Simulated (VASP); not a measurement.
SiNi, 8 atoms in the cell. The structure is cubic, space group P2_13 (No. 198). The conventional cell has a = 4.504 Å, b = 4.504 Å, c = 4.504 Å, α = 90.00°, β = 90.00°, γ = 90.00°. Si (site symmetry 3) has 7 Ni at 2.36 to 2.44 Å as nearest neighbours. Around Ni (site symmetry 3) lie 7 Si at 2.36 to 2.44 Å. The cell is a database's computed one.

| Item | Value |
| --- | --- |
| Program | VASP 6.6.1 |
| Task | relaxation of cell and atoms |
| Functional | LDA |
| Potentials or basis | VASP PAW LDA potentials, release 64 (Si, Ni) |
| Cutoff | 600 eV |
| k mesh | 8 × 8 × 8 |
| Occupations | methfessel-paxton, width 0.1 eV |
| Spin | no spin polarisation |
| Further INCAR settings | ALGO = Normal; EDIFF = 1e-06; IBRION = 2; EDIFFG = -0.01; NSW = 90; ISIF = 3 |

Potentials or basis: VASP PAW LDA potentials, release 64 (Si, Ni).

The run is started by

```sh
$ cat potpaw_LDA.64/Si/POTCAR potpaw_LDA.64/Ni/POTCAR > POTCAR
$ mpirun -np 4 vasp_std > vasp.out
```

Hardware: 4 MPI ranks on Intel(R) Xeon(R) 6975P-C (Granite Rapids), with other jobs on the host.

Estimate the wall time of this run.

It took 60 s on 4 MPI ranks on Intel(R) Xeon(R) 6975P-C (Granite Rapids), with other jobs on the host, peak memory 0.26 GiB a rank. Counts: scf iterations 51, k points 45, ion steps 6.
